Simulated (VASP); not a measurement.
# Settings for KF: self-consistent run

KF, molecule in box, 2 atoms in the cell. PBE with TS; PAW potentials F, K_sv (PBE set). VASP 6.6.1.

Wanted: energy within 2 meV/atom; pressure within 0.1 GPa.

POSCAR:
```
KF
1.0
   11.0000000000      0.0000000000      0.0000000000
    0.0000000000     10.0000000000      0.0000000000
    0.0000000000      0.0000000000     10.0000000000
F K
1 1
Direct
    0.5858500000      0.4688700000      0.5502350000
    0.4165136400      0.5353300000      0.4565650000
```

## Self-consistent screening

| Self-consistent screening | Energy less reference (meV/atom) | Pressure (GPa) | SCF iterations | Time (s) |
|---|---|---|---|---|
| default | 0.0 | -0.02 | 29 | 120 |
| SCSRAD = 30 | 0.0 | -0.02 | 29 | 113 |
| SCSRAD = 60 | 0.0 | -0.02 | 29 | 123 |
| LSCALER0 = F | 0.9 | -0.02 | 29 | 119 |

## Question

For each series: keep the first row unless others stay within half of the tolerance and take at least 30 % less time, and then take the fastest.

## Answer

- self-consistent screening: default

## The input

INCAR:
```
SYSTEM = KF
ALGO = Normal
EDIFF = 1E-7
ENCUT = 520
ISIF = 2
ISMEAR = 0
IVDW = 2
LASPH = .TRUE.
LCHARG = .FALSE.
LREAL = .FALSE.
LVDWSCS = .TRUE.
LWAVE = .FALSE.
NELM = 100
PREC = Accurate
SIGMA = 0.02
```

KPOINTS:
```
k-points
0
Gamma
  1 1 1
```

Commands:
```
cat potpaw_PBE.64/F/POTCAR potpaw_PBE.64/K_sv/POTCAR > POTCAR
mpirun -np 1 vasp_std > vasp.out
```

The chosen input took VASP 6.6.1 120 s on 1 core (Intel Xeon Platinum 8259CL @ 2.50GHz (Skylake/Cascade Lake)), a shared host.
